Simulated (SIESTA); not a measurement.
C:

```xyz
2
Lattice="0.0000 1.7834 1.7834 1.7834 0.0000 1.7834 1.7834 1.7834 0.0000" Properties=species:S:1:pos:R:3 pbc="T T T"
C     2.6751    2.6751    2.6751
C     1.7834    1.7834    1.7834
```

This isn't the form of C at room conditions, which is graphite.

Base run:

* Program: SIESTA 5.4.2
* Functional: PBE
* Potentials or basis: PseudoDojo 0.4 standard (PBE files)
* Basis: DZP (energy shift 0.002 Ry)
* Grid cutoff: 500 Ry
* Energy shift: 0.002 Ry
* k mesh: 13 × 13 × 13
* Occupations: fermi-dirac, width 0.05 eV
* Spin: no spin polarisation

Its results: band gap on the k mesh 4.29 eV, indirect (least direct gap 5.69 eV); pressure 10.2 GPa.

**Question.** After a change of settings the same cell gave: band gap on the k mesh 6.09 eV, indirect (least direct gap 6.32 eV); pressure 23.4 GPa. Which change was it?
A. k mesh from 13 × 13 × 13 to 10 × 10 × 10
B. basis from DZP (energy shift 0.002 Ry) to SZ (energy shift 0.002 Ry)
C. potentials or basis from PseudoDojo 0.4 standard (PBE files) to Ansatz (PBE files)
D. basis from DZP (energy shift 0.002 Ry) to DZ (energy shift 0.002 Ry)

**Answer.** B.

Caveats: the basis of atomic orbitals isn't converged, which shifts pressures, moduli and gaps; an odd mesh through Γ misses points on the zone boundary, where band edges often lie (some runs); the basis has no polarisation orbitals (some runs); so large a pressure means that the cell lies far from this level's equilibrium, or that cutoff or potentials fall short (some runs).

Not every run made on this cell is shown here.
